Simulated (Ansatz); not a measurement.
## Response of BaS to small distortions

```xyz
2
Lattice="0.0000 3.1938 3.1938 3.1938 0.0000 3.1938 3.1938 3.1938 0.0000" Properties=species:S:1:pos:R:3 pbc="T T T"
Ba    0.0000    0.0000    0.0000
S     3.1938    3.1938    3.1938
```

Atoms are numbered in the order listed.

The cell is COD entry 9008600, as deposited and not checked against the literature; nothing was relaxed.

Spin–orbit coupling is left out, though it moves levels of the heavy atoms by tenths of an eV or more.

All numbers below come from Ansatz 0.2.0, DFT, LDA, all-electron PAW with datasets made for the crystal, scalar-relativistic.

Sampling and basis: a Γ-centred 7×7×7 k mesh, Fermi–Dirac smearing of 0.01 eV, cutoff 260 eV (chosen by the program for this cell), no spin polarisation.

The unchanged cell is at -2.47 GPa.

x, y and z are the Cartesian axes of the cell as listed; fractional coordinates follow a strain, and an engineering shear is twice the off-diagonal strain component.

Vzz stands for the principal value of largest size of the field-gradient tensor, whatever its axis.

No spin–orbit coupling: at heavy atoms the gradients can be off by tens of per cent for that reason.

**Question.** With this change (equal xy, yz and zx engineering shear strains of -2 %), what becomes of the energy and stress and field gradients and gap?

**Answer.** Energy change +2 meV/atom; stress change (xx, yy, zz, yz, xz, xy) -0.01, -0.01, -0.01, 0.37, 0.37, 0.37 GPa, compression positive; Vzz in 10²¹ V/m²: Ba1 0 → 1.37 (η = 0.00), S2 0 → -0.27 (η = 0.00); gap on the k mesh 2.07 → 2.02 eV.

**Question.** With this change (equal xy, yz and zx engineering shear strains of -1 %), what becomes of the energy and stress and field gradients and gap?

**Answer.** Energy change under 1 meV/atom; stress change (xx, yy, zz, yz, xz, xy) 0.00, 0.00, 0.00, 0.19, 0.19, 0.19 GPa, compression positive; Vzz in 10²¹ V/m²: Ba1 0 → 0.69 (η = 0.00), S2 0 → -0.14 (η = 0.00); gap on the k mesh 2.07 → 2.04 eV.

**Question.** With this change (equal xy, yz and zx engineering shear strains of +1 %), what becomes of the energy and stress and field gradients and gap?

**Answer.** Energy change under 1 meV/atom; stress change (xx, yy, zz, yz, xz, xy) 0.00, 0.00, 0.00, -0.20, -0.20, -0.20 GPa, compression positive; Vzz in 10²¹ V/m²: Ba1 0 → -0.70 (η = 0.00), S2 0 → 0.15 (η = 0.00); gap on the k mesh 2.07 → 2.05 eV.

With equal xy, yz and zx engineering shear strains of +2 %: energy change +2 meV/atom; stress change (xx, yy, zz, yz, xz, xy) -0.01, -0.01, -0.01, -0.41, -0.41, -0.41 GPa, compression positive; Vzz in 10²¹ V/m²: Ba1 0 → -1.41 (η = 0.00), S2 0 → 0.31 (η = 0.00); gap on the k mesh 2.07 → 2.04 eV.
